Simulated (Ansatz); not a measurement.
**MoS2: from supercell energies to defect levels (S on the Mo site)**

All numbers below come from DFT PBE+D3(BJ), scalar-relativistic, plane waves, PAW (Ansatz 0.2.0). Settings: 420 eV cutoff, 3×3×2 k-mesh, shifted by half a step, Gaussian smearing of 0.01 eV, collinear spin in charge +1, -1 alone.

Host crystal, relaxed:

```
Mo S
1.0
     3.14928    0.00000    0.00000
    -1.57464    2.72735    0.00000
     0.00000    0.00000   12.09283
Mo S
2 4
Direct
  0.66667 0.33333 0.25000
  0.33333 0.66667 0.75000
  0.33333 0.66667 0.37949
  0.66667 0.33333 0.87949
  0.33333 0.66667 0.12051
  0.66667 0.33333 0.62051
```

The S on the Mo site was set at (0.667, 0.333, 0.250) of the host cell, in a supercell of 24 sites (415 Å³), relaxed at fixed cell in each charge q. The host's Kohn–Sham gap is 0.77 eV and its static dielectric constant 12.9 (mean). For each charge: the supercell's free energy over the neutral one with q electrons exchanged at the valence band top, F(q) − F(0) + qE_v; the image-charge term; and the term that aligns the potential far from the defect with the host's.

| q | F(q) − F(0) + qE_v (eV) | image charge (eV) | alignment (eV) |
| --- | --- | --- | --- |
| +1 | 0.845 | 0.084 | -0.536 |
| 0 | 0.000 | 0.000 | 0.000 |
| -1 | -0.224 | 0.084 | 0.406 |

**Question.** Add the terms and find the levels between neighbouring charges, ε(q/q′) = [A(q′) − A(q)]/(q − q′), with and without the two corrections.

**Answer.** A(q): 0.394 eV for +1, 0.000 eV for 0, 0.265 eV for -1.
```
 level corrected (eV over E_v) uncorrected (eV)
(+1/0)                    -0.39             -0.85
(0/-1)                     0.27             -0.22
```

As a check, a point charge in a simple cubic cell of this volume has q²αe²/(2εL) = 0.212 q² eV (e² = 14.40 eV Å, α = 2.837, L = 7.46 Å); the shape of the real cell and the anisotropy of ε can change it somewhat. The term grows as q², so it pushes donor levels down and acceptor levels up. The program doubts the alignment for q = +1, -1, so levels beside it are uncertain by about that term.

**Question.** Which of these charges is lowest with the Fermi level at the valence band top, at mid-gap and at the conduction band bottom?

**Answer.** The line A(q) + qE_F that lies lowest gives the charge: 0 at E_F = 0.00 eV, -1 at E_F = 0.39 eV, -1 at E_F = 0.77 eV. (+1/0) falls outside this Kohn–Sham gap, so the change of charge isn't reached within it; the real gap is usually wider and may hold a localised level, while a level that comes from a carrier in the host's bands only marks the band edge and moves with it. In charge +1, -1 the cell has partly filled levels, from a carrier spread over the host's bands, a defect level that the small cell broadens into a band, or a degenerate defect level that the symmetric start can't split, so the levels beside it are doubtful. In charge +1 the extra carrier sits in the host's bands, sampled away from their edge; a term of -0.39 eV would put the level beside it at that edge (it also undoes corrections that don't apply to a spread carrier) and isn't included above. Without the alignment that the program doubts, the level (0/-1) would lie at -0.14 eV, outside the gap, so these runs don't decide whether the defect changes charge there. Charges beyond those computed could lie lower near the band edges.

**Question.** The neutral defect forms at 6.71 eV with atoms taken from and returned to the elements. What are the formation energies at those three Fermi levels, and what share of sites would hold the defect at 1200 K with E_F at mid-gap, if the host still stood at that temperature?

**Answer.** E_f = E_f(0) + A(q) + qE_F = 6.71, 6.59, 6.20 eV. In the dilute limit the share is exp(−E_f/k_BT) = exp(−6.589/0.1034) = 2.1×10⁻²⁸, leaving out degeneracy and vibrational entropy. Both elements stand at their elemental potentials, a limit that the host or competing compounds often put out of reach. The small cell and the narrow Kohn–Sham gap leave errors of tenths of an eV or more, which change the share by orders of magnitude.

The clearest result is the high cost of the neutral antisite, 6.71 eV, which makes it a very rare defect in equilibrium under the chosen elemental potentials. The chemistry accounts for this: molybdenum binds its sulfur neighbours through polar covalent bonds with strong metal d character, whereas a sulfur atom in its place has no valence d shell to replace them and faces other electron-rich sulfur atoms. Some S–S bonding probably recovers part of the loss, and its antibonding states could accept an electron. That would fit an acceptor, but the computed charge states don't establish one, nor do they show a donor level in the gap.

The cost also depends on the growth conditions. In equilibrium with MoS2 and elemental sulfur, the molybdenum potential lies below that of the metal by the compound's formation enthalpy, which lowers the antisite's formation energy by the same amount. Sulfur-rich growth therefore favours this defect over molybdenum-rich growth, though the calculation doesn't show whether it would outnumber competing defects such as vacancies.
